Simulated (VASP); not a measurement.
# Pd in VASP: a series of runs

Aim: see how the results for Pd move with the level of theory and the settings. Levels: PBE, PBE+D3(BJ). Tasks: single point.

Everything below comes from runs of VASP 6.6.1. Logs are shortened: lines on timing, memory, paths and dates and some standing lists are left out, and cuts for length are marked.

## Step 1: The slab as given

The cell holds a slab with vacuum, 27 atoms: a = 8.252 Å, b = 8.252 Å, c = 23.492 Å, α = 90.00°, β = 90.00°, γ = 60.00°.

The cell was built by a generator and needn't be a form met in nature.

## Step 2: Single point, PBE

INCAR reads:

```
SYSTEM = Pd
  PREC = Accurate
  ENCUT = 520
  EDIFF = 1E-6
  ISMEAR = 0
  SIGMA = 0.1
  LREAL = Auto
  LASPH = .True.
  NELM = 100
  ALGO = Fast
  ISIF = 2
  LWAVE = .False.
  LCHARG = .False.
  LDIPOL = .True.
  IDIPOL = 3
  DIPOL = 0.5 0.5 0.501
  GGA = PE
  NBANDS = 154
```

KPOINTS reads:

```
regular mesh
0
Gamma
  3 3 1
  0 0 0
```

POSCAR reads:

```
Pd
1.0
    8.2519361364      0.0000000000      0.0000000000
    4.1259680682      7.1463863246      0.0000000000
    0.0000000000      0.0000000000     23.4917850943
Pd
27
Direct
    0.1111111111      0.1111111111      0.4043966843
    0.4444444444      0.1111111111      0.4043966843
    0.7777777778      0.1111111111      0.4043966843
    0.1111111111      0.4444444444      0.4043966843
    0.4444444444      0.4444444444      0.4043966843
    0.7777777778      0.4444444444      0.4043966843
    0.1111111111      0.7777777778      0.4043966843
    0.4444444444      0.7777777778      0.4043966843
    0.7777777778      0.7777777778      0.4043966843
   -0.1111111111      0.2222222222      0.5010879257
    0.2222222222      0.2222222222      0.5010879257
    0.5555555556      0.2222222222      0.5010879257
   -0.1111111111      0.5555555556      0.5010879257
    0.2222222222      0.5555555556      0.5010879257
    0.5555555556      0.5555555556      0.5010879257
   -0.1111111111      0.8888888889      0.5010879257
    0.2222222222      0.8888888889      0.5010879257
    0.5555555556      0.8888888889      0.5010879257
    0.0000000000      0.0000000000      0.5977741406
    0.3333333333      0.0000000000      0.5977741406
    0.6666666667      0.0000000000      0.5977741406
    0.0000000000      0.3333333333      0.5977741406
    0.3333333333      0.3333333333      0.5977741406
    0.6666666667      0.3333333333      0.5977741406
    0.0000000000      0.6666666667      0.5977741406
    0.3333333333      0.6666666667      0.5977741406
    0.6666666667      0.6666666667      0.5977741406
```

Potentials or basis: VASP PAW PBE potentials, release 64 (Pd).

Launch:

```sh
$ cat potpaw_PBE.64/Pd/POTCAR > POTCAR
$ mpirun -np 1 vasp_std > vasp.out
```

OUTCAR:

```text
SYSTEM = Pd
   PREC = Accurate
   ENCUT = 520
   EDIFF = 1E-6
   ISMEAR = 0
   LREAL = Auto
   LASPH = .True.
   NELM = 100
   ISIF = 2
   GGA = PE

 ion  position               nearest neighbor table
   1  0.111  0.111  0.404-   2 2.75   3 2.75   4 2.75   6 2.75   8 2.75   7 2.75  10 2.77  11 2.77
                            17 2.77
   2  0.444  0.111  0.404-   1 2.75   4 2.75   5 2.75   8 2.75   9 2.75   3 2.75  11 2.77  18 2.77
                            12 2.77
   3  0.778  0.111  0.404-   1 2.75   6 2.75   7 2.75   9 2.75   5 2.75   2 2.75  12 2.77  10 2.77
                            16 2.77
   4  0.111  0.444  0.404-   5 2.75   6 2.75   1 2.75   2 2.75   9 2.75   7 2.75  13 2.77  11 2.77
                            14 2.77
   5  0.444  0.444  0.404-   4 2.75   2 2.75   3 2.75   7 2.75   6 2.75   8 2.75  14 2.77  12 2.77
                            15 2.77
   6  0.778  0.444  0.404-   4 2.75   3 2.75   1 2.75   5 2.75   8 2.75   9 2.75  15 2.77  10 2.77
                            13 2.77
   7  0.111  0.778  0.404-   8 2.75   9 2.75   1 2.75   3 2.75   5 2.75   4 2.75  16 2.77  17 2.77
                            14 2.77
   8  0.444  0.778  0.404-   7 2.75   1 2.75   2 2.75   9 2.75   5 2.75   6 2.75  17 2.77  15 2.77
                            18 2.77
   9  0.778  0.778  0.404-   7 2.75   3 2.75   4 2.75   2 2.75   8 2.75   6 2.75  18 2.77  16 2.77
[... 44 lines left out ...]
 A1 = (  -4.1259680682,  -7.1463863246,   0.0000000000)
 A2 = (   8.2519361364,   0.0000000000,   0.0000000000)
 A3 = (   0.0000000000,   0.0000000000,  23.4917850943)

Analysis of symmetry for initial positions (statically):
=====================================================================
 Subroutine PRICEL returns following result:

  LATTYP: Found a hexagonal cell.
 ALAT       =     2.7506453785
 C/A-ratio  =     8.5404630046

  Lattice vectors:

 A1 = (  -1.3753226893,  -2.3821287746,   0.0000000000)
 A2 = (   2.7506453785,   0.0000000000,   0.0000000000)
 A3 = (   0.0000000000,   0.0000000000,  23.4917850943)

   9 primitive cells build up your supercell.

 Routine SETGRP: Setting up the symmetry group for a
 hexagonal supercell.

 Subroutine GETGRP returns: Found 12 space group operations
 (whereof  6 operations were pure point group operations)
 out of a pool of 24 trial point group operations.

The static configuration has the point symmetry C_3v.
 The point group associated with its full space group is D_3d.

Analysis of symmetry for dynamics (positions and initial velocities):
=====================================================================
 Subroutine PRICEL returns following result:

[... 116 lines left out ...]
   EFERMI_NEDOS =   21; number of points for ismear=-14 and -15
   IALGO  =     68    algorithm
   IMIX   =      4    mixing-type and parameters
     AMIX     =   0.40;   BMIX     =  1.00
     AMIX_MAG =   1.60;   BMIX_MAG =  1.00
  volume/ion in A,a.u.               =      51.31       346.25
  Fermi-wavevector in a.u.,A,eV,Ry     =   0.949168  1.793668 12.257771  0.900921
  Thomas-Fermi vector in A             =   2.077426
   LORBIT       =      0    0 simple, 1 ext, 2 COOP (PROOUT), +10 PAW based schemes
   GGA     = PE    functional components
   LHFCALC =     F    Hartree Fock is set to
   AEXX    =    0.0000 exact exchange contribution
   IVDW    =     0    specifies the selected vdW correction
   LEPSILON=     F    determine dielectric tensor
   LRPA    =     F    only Hartree local field effects (RPA)
 non-spin polarized calculation
 RMM-DIIS sequential band-by-band and
 Gauss-broadening in eV      SIGMA  =   0.10
  energy-cutoff  :      520.00
  volume of cell :     1385.35
 maximum number of plane-waves:     37431
 NGX is ok and might be reduce to    64
   NGX = 31   NGY = 31   NGZ = 87

 dipolmoment           0.000000      0.000000      0.000294 electrons x Angstroem

 number of electron     269.9999985 magnetization

 dipolmoment           0.000000      0.000000     -0.003085 electrons x Angstroem

 Free energy of the ion-electron system (eV)
  ---------------------------------------------------
  ext. energy  EPLUGINS =         0.00000000
  ---------------------------------------------------
  free energy    TOTEN  =      -131.16006528 eV

  energy without entropy =     -130.82358226  energy(sigma->0) =     -130.99182377

 E-fermi :  -0.9558     XC(G=0):  -4.5373

 val. band max:       -0.9743449289   @ k =   0.0000   0.0000   0.0000
 cond. band min:      -0.9332678391   @ k =   0.3333  -0.0000   0.0000
 fundamental gap:      0.0410770898
 Fermi energy:        -0.9558034705

 k-point     1 :       0.0000    0.0000    0.0000
  band No.  band energies     occupation
      1      -7.2152      2.00000
      2      -5.8951      2.00000
      3      -5.8665      2.00000
      4      -5.5915      2.00000
      5      -5.5915      2.00000
      6      -5.5915      2.00000
[... 439 lines left out ...]
    146       0.7904      0.00000
    147       0.7904      0.00000
 [bands above 147 left out]

------------------------ aborting loop because EDIFF is reached ----------------------------------------

 vacuum level on the upper side and lower side of the slab       (xc-potential included)        -0.112        -0.103

  FORCE on cell =-STRESS in cart. coord.  units (eV):
  Direction    XX          YY          ZZ          XY          YZ          ZX
  --------------------------------------------------------------------------------------
  -------------------------------------------------------------------------------------
  Total       -6.5619860     -6.5619860      5.7251597     -0.0000000      0.0000000     -0.0000000
  in kB       -7.5890517     -7.5890517      6.6212475     -0.0000000      0.0000000     -0.0000000
  external PRESSURE =      -2.8522853 kB  Pullay stress =       0.0000000 kB

 VOLUME and BASIS-vectors are now :
 -----------------------------------------------------------------------------
  energy-cutoff  :      520.00
  volume of cell :     1385.35
      direct lattice vectors                 reciprocal lattice vectors
     8.251936136  0.000000000  0.000000000     0.121183681 -0.069965431  0.000000000
     4.125968068  7.146386325  0.000000000     0.000000000  0.139930862  0.000000000
     0.000000000  0.000000000 23.491785094     0.000000000  0.000000000  0.042568072

 POSITION                                       TOTAL-FORCE (eV/Angst)
 -----------------------------------------------------------------------------------
      1.37532      0.79404      9.50000         0.000000      0.000000     -0.146672
      4.12597      0.79404      9.50000        -0.000000      0.000000     -0.146672
      6.87661      0.79404      9.50000        -0.000000      0.000000     -0.146672
      2.75065      3.17617      9.50000        -0.000000      0.000000     -0.146672
      5.50129      3.17617      9.50000        -0.000000      0.000000     -0.146672
      8.25194      3.17617      9.50000        -0.000000      0.000000     -0.146672
[... 19 lines left out ...]
      5.50129      4.76426     14.04278         0.000000     -0.000000      0.146672
      8.25194      4.76426     14.04278        -0.000000     -0.000000      0.146672
 -----------------------------------------------------------------------------------
    total drift:                                0.000000      0.000000     -0.486629

  FREE ENERGIE OF THE ION-ELECTRON SYSTEM (eV)
  ---------------------------------------------------
  free  energy   TOTEN  =      -131.1600652772 eV

  energy  without entropy=     -130.8235822622  energy(sigma->0) =     -130.99182377

 vacuum level on the upper side and lower side of the slab         4.227         4.236
```

Run time: 18 min. Hardware: 1 thread of Intel Xeon 6975P-C (Granite Rapids), shared host; peak memory 1.5 GiB.

Results:

```
Free energy            : -131.1601 eV
Largest force          : 0.147 eV/Å
Band gap on the k mesh : none (metal or under the smearing width)
```

Forces in eV/Å, atoms in the order of the input:
```
Pd   0.000  0.000 -0.147
Pd   0.000  0.000 -0.147
Pd   0.000  0.000 -0.147
Pd   0.000  0.000 -0.147
Pd   0.000  0.000 -0.147
Pd   0.000  0.000 -0.147
Pd   0.000  0.000 -0.147
Pd   0.000  0.000 -0.147
Pd   0.000  0.000 -0.147
Pd   0.000  0.000  0.000
Pd   0.000  0.000  0.000
Pd   0.000  0.000  0.000
Pd   0.000  0.000  0.000
Pd   0.000  0.000  0.000
Pd   0.000  0.000  0.000
Pd   0.000  0.000  0.000
Pd   0.000  0.000  0.000
Pd   0.000  0.000  0.000
Pd   0.000  0.000  0.147
Pd   0.000  0.000  0.147
Pd   0.000  0.000  0.147
Pd   0.000  0.000  0.147
Pd   0.000  0.000  0.147
Pd   0.000  0.000  0.147
Pd   0.000  0.000  0.147
Pd   0.000  0.000  0.147
Pd   0.000  0.000  0.147
```

Levels at points of the mesh, in eV from the Fermi level:
| k point | band 131 | band 132 | band 133 | band 134 | band 135 | band 136 | band 137 | band 138 | band 139 | band 140 |
| --- | --- | --- | --- | --- | --- | --- | --- | --- | --- | --- |
| (0.00, 0.00, 0.00) | -0.32 | -0.32 | -0.32 | -0.21 | -0.21 | -0.06 | -0.06 | -0.02 | -0.02 | -0.02 |

## Step 3: Single point, PBE+D3(BJ)

Changes to INCAR since step 2:

```diff
@@ -17,2 +17,3 @@
   GGA = PE
+  IVDW = 12
   NBANDS = 154
```

KPOINTS reads:

```
Automatic mesh
0
Gamma
  3 3 1
  0 0 0
```

POSCAR is that of step 2.

Potentials or basis: VASP PAW PBE potentials, release 64 (Pd).

Launch:

```sh
$ cat potpaw_PBE.64/Pd/POTCAR > POTCAR
$ mpirun -np 1 vasp_std > vasp.out
```

OUTCAR:

```text
SYSTEM = Pd
   PREC = Accurate
   ENCUT = 520
   EDIFF = 1E-6
   ISMEAR = 0
   LREAL = Auto
   LASPH = .True.
   NELM = 100
   ISIF = 2
   GGA = PE
   IVDW = 12
 IVDW          = 12

 ion  position               nearest neighbor table
   1  0.111  0.111  0.404-   2 2.75   3 2.75   4 2.75   6 2.75   8 2.75   7 2.75  10 2.77  11 2.77
                            17 2.77
   2  0.444  0.111  0.404-   1 2.75   4 2.75   5 2.75   8 2.75   9 2.75   3 2.75  11 2.77  18 2.77
                            12 2.77
   3  0.778  0.111  0.404-   1 2.75   6 2.75   7 2.75   9 2.75   5 2.75   2 2.75  12 2.77  10 2.77
                            16 2.77
   4  0.111  0.444  0.404-   5 2.75   6 2.75   1 2.75   2 2.75   9 2.75   7 2.75  13 2.77  11 2.77
                            14 2.77
[... 714 lines left out ...]
  external pressure =      -15.21 kB  Pullay stress =        0.00 kB

 VOLUME and BASIS-vectors are now :
 -----------------------------------------------------------------------------
  energy-cutoff  :      520.00
  volume of cell :     1385.35
      direct lattice vectors                 reciprocal lattice vectors
     8.251936136  0.000000000  0.000000000     0.121183681 -0.069965431  0.000000000
     4.125968068  7.146386325  0.000000000     0.000000000  0.139930862  0.000000000
     0.000000000  0.000000000 23.491785094     0.000000000  0.000000000  0.042568072

 POSITION                                       TOTAL-FORCE (eV/Angst)
 -----------------------------------------------------------------------------------
      1.37532      0.79404      9.50000        -0.000000     -0.000000      0.013499
      4.12597      0.79404      9.50000        -0.000000     -0.000000      0.013499
      6.87661      0.79404      9.50000        -0.000000     -0.000000      0.013499
      2.75065      3.17617      9.50000         0.000000     -0.000000      0.013499
      5.50129      3.17617      9.50000        -0.000000     -0.000000      0.013499
      8.25194      3.17617      9.50000        -0.000000     -0.000000      0.013499
[... 19 lines left out ...]
      5.50129      4.76426     14.04278         0.000000      0.000000     -0.013499
      8.25194      4.76426     14.04278         0.000000      0.000000     -0.013499
 -----------------------------------------------------------------------------------
    total drift:                                0.000000      0.000000     -0.486629

  FREE ENERGIE OF THE ION-ELECTRON SYSTEM (eV)
  ---------------------------------------------------
  free  energy   TOTEN  =      -143.1835053671 eV

  energy  without entropy=     -142.8470223521  energy(sigma->0) =     -143.01526386

 vacuum level on the upper side and lower side of the slab         4.227         4.236
```

OSZICAR:

```text
N       E                     dE             d eps       ncg     rms          rms(c)
DAV:   1     0.182828249470E+04    0.18283E+04   -0.11640E+05   924   0.146E+03
DAV:   2     0.189550225480E+01   -0.18264E+04   -0.17134E+04  1056   0.304E+02
DAV:   3    -0.129278278123E+03   -0.13117E+03   -0.11720E+03  1096   0.715E+01
DAV:   4    -0.137471217736E+03   -0.81929E+01   -0.73085E+01  1300   0.162E+01
[... 17 lines left out ...]
RMM:  22    -0.131160040647E+03   -0.15527E-04   -0.12829E-06   549   0.204E-03    0.972E-04
RMM:  23    -0.131160054993E+03   -0.14345E-04   -0.85473E-07   540   0.162E-03    0.118E-03
RMM:  24    -0.131160059488E+03   -0.44959E-05   -0.29234E-07   405   0.954E-04    0.308E-04
RMM:  25    -0.131160064845E+03   -0.53570E-05   -0.20906E-07   257   0.766E-04    0.298E-04
RMM:  26    -0.131160065277E+03   -0.43170E-06   -0.38250E-08   100   0.602E-04
   1 F= -.14318351E+03 E0= -.14301526E+03  d E =-.336483E+00
```

Run time: 30 min. Hardware: 1 thread of Intel Xeon Platinum 8259CL at 2.50GHz (Skylake/Cascade Lake), shared host; peak memory 1.5 GiB.

What came out:

```yaml
Free_energy: -143.1835 eV
Largest_force: 0.013 eV/Å
Band_gap_on_the_k_mesh: none (metal or under the smearing width)
Dispersion_energy_per_atom: -0.445 eV
```

Forces in eV/Å, atoms in the order of the input:
```
Pd   0.000  0.000  0.013
Pd   0.000  0.000  0.013
Pd   0.000  0.000  0.013
Pd   0.000  0.000  0.013
Pd   0.000  0.000  0.013
Pd   0.000  0.000  0.013
Pd   0.000  0.000  0.013
Pd   0.000  0.000  0.013
Pd   0.000  0.000  0.013
Pd   0.000  0.000  0.000
Pd   0.000  0.000  0.000
Pd   0.000  0.000  0.000
Pd   0.000  0.000  0.000
Pd   0.000  0.000  0.000
Pd   0.000  0.000  0.000
Pd   0.000  0.000  0.000
Pd   0.000  0.000  0.000
Pd   0.000  0.000  0.000
Pd   0.000  0.000 -0.013
Pd   0.000  0.000 -0.013
Pd   0.000  0.000 -0.013
Pd   0.000  0.000 -0.013
Pd   0.000  0.000 -0.013
Pd   0.000  0.000 -0.013
Pd   0.000  0.000 -0.013
Pd   0.000  0.000 -0.013
Pd   0.000  0.000 -0.013
```

Levels at points of the mesh, in eV from the Fermi level:
```tsv
k point	band 131	band 132	band 133	band 134	band 135	band 136	band 137	band 138	band 139	band 140
(0.00, 0.00, 0.00)	-0.32	-0.32	-0.32	-0.21	-0.21	-0.06	-0.06	-0.02	-0.02	-0.02
```
